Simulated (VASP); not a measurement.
# Cu (Fm-3m) in VASP: elastic constants with PBEsol

Aim: the elastic constants of Cu with PBEsol.

Program: VASP 6.6.1. These are calculated values, not measurements. Logs are shortened: lines on timing, memory, paths and dates and some standing lists are left out, and cuts for length are marked.

## 1. The structure

Symmetry: Fm-3m, No. 225, cubic system. The conventional cell has a = 3.569 Å, b = 3.569 Å, c = 3.569 Å, α = 90.00°, β = 90.00°, γ = 90.00°. Cu (site symmetry m-3m) has 12 Cu at 2.52 Å as nearest neighbours.

The cell was built by a generator and needn't be a form met in nature.

## 2. Elastic constants, PBEsol

File POSCAR:

```
Cu
1.0
    0.0000000000      1.7845153659      1.7845153659
    1.7845153659      0.0000000000      1.7845153659
    1.7845153659      1.7845153659     -0.0000000000
  Cu
     1
Direct
     0.0000000000000000    0.0000000000000000    0.0000000000000000
```

File INCAR.step1:

```
PREC = Accurate
ENCUT = 600
EDIFF = 1E-8
ISMEAR = 1
SIGMA = 0.2
LREAL = False
LASPH = True
NELM = 100
ALGO = Normal
ISIF = 3
LWAVE = False
LCHARG = False
GGA = PS
KPAR = 8
IBRION = 2
NSW = 40
EDIFFG = -0.002
```

File INCAR.step2:

```
PREC = Accurate
ENCUT = 600
EDIFF = 1E-8
ISMEAR = 1
SIGMA = 0.2
LREAL = False
LASPH = True
NELM = 100
ALGO = Normal
ISIF = 3
LWAVE = False
LCHARG = False
GGA = PS
KPAR = 8
IBRION = 6
NFREE = 2
POTIM = 0.015
NSW = 1
```

File KPOINTS:

```
regular mesh
0
Gamma
  24 24 24
```

Potentials or basis: VASP PAW PBE potentials, release 64 (Cu).

Run with:

```sh
cat potpaw_PBE.64/Cu/POTCAR > POTCAR
cp INCAR.step1 INCAR
mpirun -np 8 vasp_std > vasp.out
cp CONTCAR POSCAR
cp INCAR.step2 INCAR
mpirun -np 8 vasp_std > vasp.out
```

OUTCAR:

```text
PREC = Accurate
   ENCUT = 600
   EDIFF = 1E-8
   ISMEAR = 1
   LREAL = False
   LASPH = True
   NELM = 100
   ISIF = 3
   GGA = PS
   IBRION = 6
   NFREE = 2
   POTIM = 0.015
   NSW = 1

 ion  position               nearest neighbor table
   1  0.000  0.000  0.000-

  LATTYP: Found a face centered cubic cell.
 ALAT       =     3.5694493766

  Lattice vectors:

 A1 = (   0.0000000000,   1.7847246883,   1.7847246883)
 A2 = (   1.7847246883,   0.0000000000,   1.7847246883)
 A3 = (   1.7847246883,   1.7847246883,   0.0000000000)

Analysis of symmetry for initial positions (statically):
=====================================================================
 Subroutine PRICEL returns:
 Original cell was already a primitive cell.

 Routine SETGRP: Setting up the symmetry group for a
 face centered cubic supercell.

 Subroutine GETGRP returns: Found 48 space group operations
 (whereof 48 operations were pure point group operations)
 out of a pool of 48 trial point group operations.

The static configuration has the point symmetry O_h .

Analysis of symmetry for dynamics (positions and initial velocities):
=====================================================================
 Subroutine PRICEL returns:
 Original cell was already a primitive cell.

 Routine SETGRP: Setting up the symmetry group for a
 face centered cubic supercell.

 Subroutine GETGRP returns: Found 48 space group operations
 (whereof 48 operations were pure point group operations)
 out of a pool of 48 trial point group operations.

The dynamic configuration has the point symmetry O_h .

 Subroutine INISYM returns: Found 48 space group operations
 (whereof 48 operations are pure point group operations),
 and found     1 'primitive' translations

----------------------------------------------------------------------------------------

                                     Primitive cell

  volume of cell :      11.3696

  direct lattice vectors                    reciprocal lattice vectors
     0.000000000  1.784724688  1.784724688    -0.280155255  0.280155255  0.280155255
     1.784724688  0.000000000  1.784724688     0.280155255 -0.280155255  0.280155255
     1.784724688  1.784724688  0.000000000     0.280155255  0.280155255 -0.280155255

  length of vectors
     2.523981859  2.523981859  2.523981859     0.485243136  0.485243136  0.485243136

  position of ions in fractional coordinates (direct lattice)
     0.000000000  0.000000000  0.000000000

  ion indices of the primitive-cell ions
   primitive index   ion index
                 1           1

----------------------------------------------------------------------------------------

 KPOINTS: regular mesh

Automatic generation of k-mesh.
 Grid dimensions read from file:
 generate k-points for:   24   24   24

 Generating k-lattice:

  Cartesian coordinates                     Fractional coordinates (reciprocal lattice)
    -0.011673136  0.011673136  0.011673136     0.041666667  0.000000000  0.000000000
     0.011673136 -0.011673136  0.011673136     0.000000000  0.041666667  0.000000000
     0.011673136  0.011673136 -0.011673136     0.000000000  0.000000000  0.041666667

  Length of vectors
     0.020218464  0.020218464  0.020218464

  Shift w.r.t. Gamma in fractional coordinates (k-lattice)
     0.000000000  0.000000000  0.000000000
[... 96 lines left out ...]
  ext. energy  EPLUGINS =         0.00000000
  ---------------------------------------------------
  free energy    TOTEN  =        -4.30949655 eV

  energy without entropy =       -4.30996623  energy(sigma->0) =       -4.30965311

------------------------ aborting loop because EDIFF is reached ----------------------------------------

  FORCE on cell =-STRESS in cart. coord.  units (eV):
  Direction    XX          YY          ZZ          XY          YZ          ZX
  --------------------------------------------------------------------------------------
  -------------------------------------------------------------------------------------
  Total       -0.0016830     -0.0016830     -0.0016830     -0.0000000      0.0000000     -0.0000000
  in kB       -0.2371609     -0.2371609     -0.2371609     -0.0000000      0.0000000     -0.0000000
  external PRESSURE =      -0.2371609 kB  Pullay stress =       0.0000000 kB
[... 86 lines left out ...]
  FREE ENERGIE OF THE ION-ELECTRON SYSTEM (eV)
  ---------------------------------------------------
  free  energy   TOTEN  =        -4.3078173782 eV

  energy  without entropy=       -4.3081481306  energy(sigma->0) =       -4.30792763

[... ionic steps 4 to 12 ...]

--------------------------------------- Ionic step       13  -------------------------------------------

 number of electron      11.0000012 magnetization

------------------------ aborting loop because EDIFF is reached ----------------------------------------
[... 65 lines left out ...]
--------------------------------------- Ionic step       15  -------------------------------------------

 number of electron      11.0000007 magnetization

 Free energy of the ion-electron system (eV)
  ---------------------------------------------------
  ext. energy  EPLUGINS =         0.00000000
  ---------------------------------------------------
  free energy    TOTEN  =        -4.30949003 eV

  energy without entropy =       -4.30995971  energy(sigma->0) =       -4.30964659

 E-fermi :   7.8843     XC(G=0): -13.1311

 val. band max:        7.8728945865   @ k =   0.5000   0.1667   0.0417
 cond. band min:       7.9470103872   @ k =   0.5000   0.2500   0.0833
 fundamental gap:      0.0741158007
 Fermi energy:         7.8843365519

 k-point     1 :       0.0000    0.0000    0.0000
  band No.  band energies     occupation
      1      -1.8036      2.00000
      2       4.7361      2.00000
      3       4.7361      2.00000
      4       4.7361      2.00000
      5       5.6187      2.00000
      6       5.6187      2.00000
      7      30.7663      0.00000
      8      33.6781      0.00000
      9      33.6781      0.00000
[... 265 lines left out ...]
 k-point    24 :       0.4583    0.0417    0.0000
  band No.  band energies     occupation
      1       2.5377      2.00000
      2       4.6923      2.00000
      3       4.7423      2.00000
      4       5.7424      2.00000
      5       6.2074      2.00000
      6       6.6811      2.00000
      7      12.6363      0.00000
      8      28.9279      0.00000
      9      29.6399      0.00000

 [... further k-points ...]

------------------------ aborting loop because EDIFF is reached ----------------------------------------

  FORCE on cell =-STRESS in cart. coord.  units (eV):
  Direction    XX          YY          ZZ          XY          YZ          ZX
  --------------------------------------------------------------------------------------
  -------------------------------------------------------------------------------------
  Total       -0.0013723     -0.0013723     -0.0013723     -0.0000000     -0.0000000      0.0000000
  in kB       -0.1933809     -0.1933809     -0.1933809     -0.0000000     -0.0000000      0.0000000
  external PRESSURE =      -0.1933809 kB  Pullay stress =       0.0000000 kB
[... 16 lines left out ...]
  FREE ENERGIE OF THE ION-ELECTRON SYSTEM (eV)
  ---------------------------------------------------
  free  energy   TOTEN  =        -4.3094900303 eV

  energy  without entropy=       -4.3099597131  energy(sigma->0) =       -4.30964659

 INTERNAL STRAIN TENSORS FROM STRAINED CELLS
 ============================================

 INTERNAL STRAIN TENSOR FOR ION    1 for displacements in x,y,z  (eV/Angst):
          X           Y           Z          XY          YZ          ZX
  --------------------------------------------------------------------------------
  x    -0.00000     0.00000     0.00000     0.00000     0.00000     0.00000
  y     0.00000     0.00000     0.00000     0.00000     0.00000     0.00000
  z    -0.00000    -0.00000     0.00000     0.00000    -0.00000     0.00000

 INTERNAL STRAIN TENSORS FROM DISPLACED ATOMS
 ============================================

 INTERNAL STRAIN TENSOR FOR ION    1 for displacements in x,y,z  (eV/Angst):
          X           Y           Z          XY          YZ          ZX
  --------------------------------------------------------------------------------
  x     0.00000     0.00000     0.00000     0.00000     0.00000     0.00000
  y     0.00000     0.00000     0.00000     0.00000     0.00000     0.00000
  z     0.00000     0.00000     0.00000     0.00000     0.00000     0.00000

 Eigenvectors and eigenvalues of the dynamical matrix
 ----------------------------------------------------

   1 f/i=    0.000000 THz     0.000000 2PiTHz    0.000000 cm-1     0.000000 meV
             X         Y         Z           dx          dy          dz
      0.000000  0.000000  0.000000     1.000000    0.000000    0.000000

   2 f/i=    0.000000 THz     0.000000 2PiTHz    0.000000 cm-1     0.000000 meV
             X         Y         Z           dx          dy          dz
      0.000000  0.000000  0.000000     0.000000    1.000000    0.000000

   3 f/i=    0.000000 THz     0.000000 2PiTHz    0.000000 cm-1     0.000000 meV
             X         Y         Z           dx          dy          dz
      0.000000  0.000000  0.000000     0.000000    0.000000    1.000000

--------------------------------------------------------------------------------------------------------

 ELASTIC MODULI CONTR FROM IONIC RELAXATION (kBar)
 Direction    XX          YY          ZZ          XY          YZ          ZX
 --------------------------------------------------------------------------------
 XX           0.0000      0.0000      0.0000      0.0000      0.0000      0.0000
 YY           0.0000      0.0000      0.0000      0.0000      0.0000      0.0000
 ZZ           0.0000      0.0000      0.0000      0.0000      0.0000      0.0000
 XY           0.0000      0.0000      0.0000      0.0000      0.0000      0.0000
 YZ           0.0000      0.0000      0.0000      0.0000      0.0000      0.0000
 ZX           0.0000      0.0000      0.0000      0.0000      0.0000      0.0000
 --------------------------------------------------------------------------------

 TOTAL ELASTIC MODULI (kBar)
 Direction    XX          YY          ZZ          XY          YZ          ZX
 --------------------------------------------------------------------------------
 XX        2085.4526   1421.7345   1421.7345     -0.0000     -0.0000     -0.0000
 YY        1421.7345   2085.4526   1421.7345     -0.0000      0.0000     -0.0000
 ZZ        1421.7345   1421.7345   2085.4526      0.0000      0.0000     -0.0000
 XY          -0.0000     -0.0000      0.0000    996.8467      0.0000     -0.0000
 YZ          -0.0000      0.0000      0.0000      0.0000    996.8467      0.0000
 ZX          -0.0000     -0.0000     -0.0000     -0.0000      0.0000    996.8467
 --------------------------------------------------------------------------------
```

It took 6.8 min on 8 MPI ranks of Intel Xeon Platinum 8259CL at 2.50GHz (Skylake/Cascade Lake), shared host; peak memory 0.82 GiB.

Results:

```yaml
Elastic_constants_C11_C12_C44: 209, 142, 100 GPa
Voigt_bulk_modulus: 164 GPa
```

Elastic tensor in Voigt notation (GPa, in the Cartesian axes of the cell as first typed):
```
209 142 142   0   0   0
142 209 142   0   0   0
142 142 209   0   0   0
  0   0   0 100   0   0
  0   0   0   0 100   0
  0   0   0   0   0 100
```

Clamped-ion elastic tensor (GPa):
```
209 142 142   0   0   0
142 209 142   0   0   0
142 142 209   0   0   0
  0   0   0 100   0   0
  0   0   0   0 100   0
  0   0   0   0   0 100
```

Caveat: the PAW data sets were made with another functional, which shifts forces and pressure a little.
